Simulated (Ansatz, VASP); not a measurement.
One calculation of Rb, two programs

The input INCAR:

```
SYSTEM = Rb
ALGO = Fast
EDIFF = 1E-6
ENCUT = 520
GGA = PS
ISIF = 2
ISMEAR = 0
LASPH = .TRUE.
LCHARG = .FALSE.
LREAL = .FALSE.
LWAVE = .FALSE.
NBANDS = 10
NELM = 60
PREC = Accurate
SIGMA = 0.15
```

File KPOINTS:

```
k-points
0
G
  14 14 14
  0 0 0
```

File POSCAR:

```
Rb
1.0
   -2.8060000000      2.8060000000      2.8060000000
    2.8060000000     -2.8060000000      2.8060000000
    2.8060000000      2.8060000000     -2.8060000000
Rb
1
Direct
    0.0000000000      0.0000000000      0.0000000000
```

Input for Ansatz:

```yaml
crystal:
  lattice:
    - [-2.806, 2.806, 2.806]
    - [2.806, -2.806, 2.806]
    - [2.806, 2.806, -2.806]
  atoms:
    - { symbol: Rb, position: [0.0, 0.0, 0.0] }
basis:
  ecutwfc: 420
kpoints:
  mp_grid: { grid: [14, 14, 14] }
hamiltonian:
  xc: pbesol
scf:
  occupations: { method: gaussian, width: 0.15 }
output:
  forces: true
  stress: true
  eigenvalues: true
```

Alike in both runs: task single point; functional PBEsol; k mesh 14 × 14 × 14; occupations gaussian, width 0.15 eV; no spin polarisation.

```csv
,VASP,Ansatz
version,VASP 6.6.1,Ansatz 0.2.0
potentials or method,"VASP PAW PBE potentials, release 64 (Rb_sv)","scalar-relativistic, plane waves, PAW"
plane-wave cutoff (eV),520,420
valence electrons in the cell,9,9
```

|  | VASP | Ansatz | Ansatz less VASP |
| --- | --- | --- | --- |
| gap on the k mesh at the Fermi level (eV) | none | none | - |
| pressure (GPa) | -0.1 | -0.1 | 0.00 |

A gap of «none» marks a metal or a gap that the smearing closes.

Caveats: the PAW data sets were made with another functional, which shifts forces and pressure a little (VASP).
